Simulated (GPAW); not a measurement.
Sr:

```xyz
1
Lattice="-2.4350 2.4350 2.4350 2.4350 -2.4350 2.4350 2.4350 2.4350 -2.4350" Properties=species:S:1:pos:R:3 pbc="T T T"
Sr    0.0000    0.0000    0.0000
```

This isn't the form of Sr at room conditions, which is fcc.

Base run:

* Program: GPAW 26.7.0
* Functional: PBEsol
* Potentials or basis: PAW data sets generated in the run's folder for this functional
* Cutoff: 600 eV
* Basis: pw
* k mesh: 8 × 8 × 8
* Occupations: gaussian, width 0.1 eV
* Spin: no spin polarisation

Its results: band gap on the k mesh none (metal or under the smearing width); pressure -1.2 GPa.

Q: The run is repeated on the same cell with these changes: functional from PBEsol to LDA; potentials or basis from PAW data sets generated in the run's folder for this functional to the program's PAW data sets (release 1.2.1) made for this functional. What comes out?

A: Band gap on the k mesh none (metal or under the smearing width); pressure -1.9 GPa.

Caveats: the cell was measured hot, at 901 K.

Not every run made on this cell is shown here.
